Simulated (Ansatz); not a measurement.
Density of states of AlN (P6_3/mmc, a = 3.314 Å, b = 3.314 Å, c = 4.187 Å, α = 90.00°, β = 90.00°, γ = 120.00°), in states per eV and primitive cell, averaged over bins of 0.3 eV. Computed with DFT PBE, scalar-relativistic, plane waves, PAW (Ansatz).

Settings: cutoff 420 eV, Γ-centred mesh 9×9×6 on the computed 4-atom cell, Gaussian smearing of 0.02 eV; no spin polarisation.

The cell is relaxed at this level. The states (both spins) are summed by tetrahedra on a 14×14×9 mesh at the self-consistent density. Energies are bin centres; the table starts no lower than −8 eV and ends at 6 eV, or lower where the solved bands end.

The gap is 3.25 eV at this level, with the zero inside it.

```
E − E_F (eV) total N 2p Al 3p Al 3s N 2s
       -7.90   2.22  1.41   0.44   0.26  0.10
       -7.60   1.31  0.85   0.22   0.16  0.08
       -7.30   1.06  0.69   0.16   0.13  0.08
       -7.00   1.34  0.89   0.24   0.13  0.08
       -6.70   1.46  0.98   0.26   0.12  0.09
       -6.40   1.44  1.00   0.24   0.13  0.07
       -6.10   1.84  1.31   0.33   0.12  0.06
       -5.80   1.94  1.42   0.34   0.11  0.06
       -5.50   2.07  1.54   0.34   0.10  0.06
       -5.20   2.24  1.72   0.35   0.08  0.06
       -4.90   2.15  1.68   0.33   0.05  0.05
       -4.60   1.99  1.61   0.27   0.04  0.05
       -4.30   1.31  1.08   0.17   0.02  0.03
       -4.00   2.29  1.91   0.28   0.02  0.05
       -3.70   2.34  2.01   0.24   0.01  0.04
       -3.40   2.07  1.84   0.16   0.01  0.03
       -3.10   2.29  2.08   0.14   0.00  0.03
       -2.80   2.24  2.07   0.09   0.01  0.02
       -2.50   1.34  1.27   0.03   0.01  0.01
       -2.20   0.25  0.23   0.01   0.00  0.00
       -1.90   0.10  0.09   0.00   0.00  0.00
       -1.60   0.01  0.01   0.00   0.00  0.00
       -1.30   0.00  0.00   0.00   0.00  0.00
       -1.00   0.00  0.00   0.00   0.00  0.00
       -0.70   0.00  0.00   0.00   0.00  0.00
       -0.40   0.00  0.00   0.00   0.00  0.00
       -0.10   0.00  0.00   0.00   0.00  0.00
        0.20   0.00  0.00   0.00   0.00  0.00
        0.50   0.00  0.00   0.00   0.00  0.00
        0.80   0.00  0.00   0.00   0.00  0.00
        1.10   0.00  0.00   0.00   0.00  0.00
        1.40   0.00  0.00   0.00   0.00  0.00
        1.70   0.00  0.00   0.00   0.00  0.00
        2.00   0.03  0.00   0.00   0.01  0.02
        2.30   0.09  0.01   0.02   0.03  0.03
        2.60   0.35  0.03   0.12   0.11  0.06
        2.90   0.79  0.07   0.33   0.19  0.13
        3.20   1.70  0.17   0.81   0.26  0.33
        3.50   1.84  0.20   0.88   0.23  0.33
        3.80   1.83  0.23   0.79   0.24  0.27
        4.10   1.85  0.23   0.74   0.26  0.25
        4.40   2.16  0.28   0.81   0.26  0.25
        4.70   1.73  0.22   0.64   0.25  0.20
        5.00   0.80  0.10   0.25   0.14  0.09
        5.30   0.16  0.02   0.04   0.04  0.02
        5.60   0.25  0.02   0.06   0.10  0.02
```

The columns after the total are the Löwdin projections on the occupied valence shells of the potentials. The rest of the total lies in shells that are empty in the free atom, which aren't projected, and between the atoms.

This form isn't the usual stable structure of the compound.

Cost: 1 run of about 1.2 core-minutes, on Arm Neoverse V1 (shared hosts).